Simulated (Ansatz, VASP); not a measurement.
**Two plane-wave programs on As**

The input INCAR:

```
SYSTEM = As
PREC = Accurate ; ENCUT = 520
EDIFF = 1E-6 ; ISMEAR = -1
SIGMA = 0.1 ; LREAL = .False.
LASPH = .True. ; NELM = 100
ALGO = Normal ; ISIF = 2
LWAVE = .False. ; LCHARG = .False.
GGA = RP ; NBANDS = 12
```

KPOINTS

```
regular mesh
0
Gamma
  13 13 8
  0 0 0
```

File POSCAR:

```
As
1.0
    3.0993390326      0.0000000000      0.0000000000
   -1.5496695163      2.6841063372      0.0000000000
    0.0000000000      0.0000000000      4.7222729413
As
2
Direct
    0.3333333333      0.6666666667      0.2500000000
    0.6666666667      0.3333333333      0.7500000000
```

Input for Ansatz:

```yaml
crystal:
  lattice:
    - [3.0993390326, 0.0, 0.0]
    - [-1.5496695163, 2.6841063372, 0.0]
    - [0.0, 0.0, 4.7222729413]
  atoms:
    - { symbol: As, position: [0.3333333333, 0.6666666667, 0.25] }
    - { symbol: As, position: [0.6666666667, 0.3333333333, 0.75] }
hamiltonian:
  xc: rpbe
  pseudopotentials:
    kind: paw
    azcp:
      As: "pseudopotentials/As.paw.azcp"
basis:
  ecutwfc: 420
  fft_grid_basis: typed
kpoints:
  mp_grid: { grid: [13, 13, 8], shift: [0, 0, 0] }
magnetization:
  spin_polarized: false
scf:
  occupations: { method: fermi_dirac, width: 0.1 }
  lower_state_search: "off"
output:
  stress: true
  write_density: true
  write_potential: true
  elf: true
  volumetric_format: npy
```

Alike in both runs: task single point; functional RPBE; k mesh 13 × 13 × 8; occupations fermi-dirac, width 0.1 eV; no spin polarisation.

|  | VASP | Ansatz |
| --- | --- | --- |
| version | VASP 6.6.1 | Ansatz 0.2.0 |
| potentials or method | VASP PAW PBE potentials, release 64 (As) | plane waves (420 eV) with PAW, scalar-relativistic |
| plane-wave cutoff (eV) | 520 | 420 |
| valence electrons in the cell | 10 | 30 |

|  | VASP | Ansatz | Ansatz less VASP |
| --- | --- | --- | --- |
| pressure (GPa) | 0.2 | 0.2 | +0.02 |
| largest component of the traceless stress (GPa) | 0.59 | 0.58 | -0.009 |

The two sets of potentials don't hold the same shells in valence.

Caveats: the PAW data sets were made with another functional, which shifts forces and pressure a little (VASP).
